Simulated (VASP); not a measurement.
# Input and output of a VASP GW calculation on PBE orbitals on MgO (strained zincblende)

INCAR, step 1 (ground state)

```
NELM = 120
ISMEAR = 0
SIGMA = 0.01
PREC = Accurate
GGA = PE
LASPH = .TRUE.
LREAL = .FALSE.
LWAVE = .TRUE.
LCHARG = .FALSE.
ENCUT = 500
EDIFF = 1E-7
```

INCAR, step 2 (empty bands)

```
NELM = 1
LWAVE = .TRUE.
LASPH = .TRUE.
EDIFF = 1E-7
SIGMA = 0.01
NBANDS = 107
LREAL = .FALSE.
ISMEAR = 0
ALGO = Exact
GGA = PE
LCHARG = .FALSE.
ISTART = 1
PREC = Accurate
LOPTICS = .TRUE.
ENCUT = 500
```

INCAR, step 3 (GW)

```
LCHARG = .FALSE.
NBANDS = 107
PREC = Accurate
GGA = PE
LWAVE = .FALSE.
ENCUTGW = 150
LASPH = .TRUE.
PRECFOCK = Fast
EDIFF = 1E-7
ALGO = EVGW0
ENCUT = 500
NOMEGA = 64
ENCUTGWSOFT = 150
NBANDSGW = 16
NELM = 120
LREAL = .FALSE.
SIGMA = 0.01
ISMEAR = 0
NELMGW = 3
ISTART = 1
```

KPOINTS

```
KPOINTS created by Atomic Simulation Environment
0
Gamma
6 6 6
0 0 0
```

POSCAR

```
Mg O
 1.0000000000000000
     0.0000000000000000    2.2934156899999998    2.2658002208000001
     2.2934156899999998    0.0000000000000000    2.2658002208000001
     2.2934156899999998    2.2934156899999998    0.0000000000000000
 Mg  O
   1   1
Cartesian
  0.0000000000000000  0.0000000000000000  0.0000000000000000
  1.1467078449999997  1.1467078449999997  1.1329001103999998
```

VASP ran with the GW set of PAW datasets (16 valence electrons in the cell).

Command

```
mpirun -np 1 vasp_std
```

From OUTCAR

```
k-points           NKPTS =     30   k-points in BZ     NKDIM =    216   number of bands    NBANDS=    107

   NELECT =      16.0000    total number of electrons

   dimension x,y,z NGX =    24 NGY =   24 NGZ =   24
   dimension x,y,z NGXF=    48 NGYF=   48 NGZF=   48

  energy-cutoff  :      500.00
  volume of cell :       23.84
      direct lattice vectors                 reciprocal lattice vectors
     0.000000000  2.293415690  2.265800221    -0.218015427  0.218015427  0.220672589
     2.293415690  0.000000000  2.265800221     0.218015427 -0.218015427  0.220672589
     2.293415690  2.293415690  0.000000000     0.218015427  0.218015427 -0.220672589

 k-points in reciprocal lattice and weights: KPOINTS created by Atomic Simulation Env
   0.00000000  0.00000000  0.00000000       0.005
   0.16666667 -0.00000000  0.00000000       0.037
   0.33333333  0.00000000  0.00000000       0.037
   0.50000000  0.00000000  0.00000000       0.019
   0.16666667  0.16666667  0.00000000       0.009
   0.33333333  0.16666667  0.00000000       0.037
   0.50000000  0.16666667  0.00000000       0.037
  -0.33333333  0.16666667  0.00000000       0.037
   ...

 QP shifts <psi_nk| G(iteration)W_0 |psi_nk>: iteration 1
 for sc-GW calculations column KS-energies equals QP-energies in previous step
 and V_xc(KS)=  KS-energies - (<T + V_ion + V_H > + <T+V_H+V_ion>^1  + <V_x>^1)

 k-point   1 :       0.0000    0.0000    0.0000
  band No.  KS-energies  QP-energies   sigma(KS)   V_xc(KS)     V^pw_x(r,r')   Z            occupation Imag(sigma)

      1     -70.3106     -81.7343     -48.2780     -33.7220     -56.4408       0.7848       2.0000       0.6951
      2     -37.0613     -44.0686     -41.8346     -33.1046     -48.5195       0.8027       2.0000       0.3150
      3     -37.0579     -44.0781     -41.8336     -33.1050     -48.5186       0.8043       2.0000       0.3153
      4     -37.0579     -44.0781     -41.8336     -33.1050     -48.5186       0.8043       2.0000       0.3153
      5     -14.6673     -16.9768     -22.0880     -18.8028     -30.4923       0.7030       2.0000       1.5068
      6       1.2147      -0.1740     -20.9265     -19.1009     -24.7752       0.7607       2.0000       0.3018
      7       1.2147      -0.1740     -20.9265     -19.1009     -24.7752       0.7607       2.0000       0.3018
      8       1.2392      -0.1466     -20.9217     -19.0995     -24.7696       0.7605       2.0000       0.3018
      9       4.8549       5.6454      -9.6082     -10.5557      -6.6021       0.8343       0.0000      -0.1646
     10      18.0390      19.3917      -8.8461     -10.4847      -4.4819       0.8256       0.0000      -0.3570
     11      18.0390      19.3917      -8.8461     -10.4847      -4.4819       0.8256       0.0000      -0.3570
     12      18.0390      19.3917      -8.8461     -10.4847      -4.4819       0.8256       0.0000      -0.3570
     13      21.3355      22.6933      -7.8444      -9.4669      -3.2899       0.8369       0.0000      -0.4856
     14      21.4914      22.5369      -7.5494      -8.7992      -2.5562       0.8365       0.0000      -0.8915
     15      21.4914      22.5369      -7.5494      -8.7992      -2.5562       0.8365       0.0000      -0.8915
     16      21.6913      23.0557      -7.8368      -9.4673      -3.2625       0.8368       0.0000      -0.5017

 ...

 QP shifts <psi_nk| G(iteration)W_0 |psi_nk>: iteration 2

 k-point   1 :       0.0000    0.0000    0.0000
  band No. old QP-enery  QP-energies   sigma(KS)   T+V_ion+V_H  V^pw_x(r,r')   Z            occupation Imag(sigma)

      1     -81.7343     -84.1617     -48.2218     -36.5886     -56.4408       0.7891       2.0000       0.6441
      2     -44.0686     -45.4006     -41.8023      -3.9568     -48.5195       0.7879       2.0000       0.3218
      3     -44.0781     -45.3946     -41.7992      -3.9529     -48.5186       0.7864       2.0000       0.3227
      4     -44.0781     -45.3946     -41.7992      -3.9529     -48.5186       0.7864       2.0000       0.3227
      5     -16.9768     -17.6124     -22.0083       4.1355     -30.4923       0.7094       2.0000       1.5964
      6      -0.1740      -0.4788     -20.8892      20.3156     -24.7752       0.7628       2.0000       0.2994
      7      -0.1740      -0.4788     -20.8892      20.3156     -24.7752       0.7628       2.0000       0.2994
      8      -0.1466      -0.4516     -20.8849      20.3387     -24.7696       0.7632       2.0000       0.2994
      9       5.6454       5.7385      -9.6544      15.4106      -6.6021       0.8402       0.0000      -0.1678
     10      19.3917      19.5829      -8.9005      28.5237      -4.4819       0.8259       0.0000      -0.3669
     11      19.3917      19.5829      -8.9005      28.5237      -4.4819       0.8259       0.0000      -0.3669
     12      19.3917      19.5829      -8.9005      28.5237      -4.4819       0.8259       0.0000      -0.3669
     13      22.6933      22.8672      -7.9009      30.8024      -3.2899       0.8352       0.0000      -0.5007
     14      22.5369      22.6949      -7.5645      30.2906      -2.5562       0.8347       0.0000      -0.8753
     15      22.5369      22.6949      -7.5645      30.2906      -2.5562       0.8347       0.0000      -0.8753
     16      23.0557      23.2118      -7.9154      31.1586      -3.2625       0.8329       0.0000      -0.5211

 ...

 QP shifts <psi_nk| G(iteration)W_0 |psi_nk>: iteration 3

 k-point   1 :       0.0000    0.0000    0.0000
  band No. old QP-enery  QP-energies   sigma(KS)   T+V_ion+V_H  V^pw_x(r,r')   Z            occupation Imag(sigma)

      1     -84.1617     -84.6150     -48.1637     -36.5886     -56.4408       0.7676       2.0000       0.6374
      2     -45.4006     -45.6957     -41.8122      -3.9568     -48.5195       0.8012       2.0000       0.3196
      3     -45.3946     -45.6894     -41.8108      -3.9529     -48.5186       0.7987       2.0000       0.3201
      4     -45.3946     -45.6894     -41.8108      -3.9529     -48.5186       0.7987       2.0000       0.3201
      5     -17.6124     -17.7775     -21.9804       4.1355     -30.4923       0.7100       2.0000       1.6387
      6      -0.4788      -0.5467     -20.8834      20.3156     -24.7752       0.7638       2.0000       0.2990
      7      -0.4788      -0.5467     -20.8834      20.3156     -24.7752       0.7638       2.0000       0.2990
      8      -0.4516      -0.5192     -20.8789      20.3387     -24.7696       0.7636       2.0000       0.2990
      9       5.7385       5.7427      -9.6671      15.4106      -6.6021       0.8407       0.0000      -0.1691
     10      19.5829      19.6100      -8.9080      28.5237      -4.4819       0.8260       0.0000      -0.3679
     11      19.5829      19.6100      -8.9080      28.5237      -4.4819       0.8260       0.0000      -0.3679
     12      19.5829      19.6100      -8.9080      28.5237      -4.4819       0.8260       0.0000      -0.3679
     13      22.8672      22.8895      -7.9085      30.8024      -3.2899       0.8353       0.0000      -0.5011
     14      22.6949      22.7166      -7.5698      30.2906      -2.5562       0.8352       0.0000      -0.8743
     15      22.6949      22.7166      -7.5698      30.2906      -2.5562       0.8352       0.0000      -0.8743
     16      23.2118      23.2318      -7.9228      31.1586      -3.2625       0.8330       0.0000      -0.5203

 ...
```

| Property | Result |
| --- | --- |
| PBE gap on the mesh | 3.62 eV |
| G₀W₀ gap on the mesh | 5.79 eV |

These GW values are short of the basis and mesh limit.
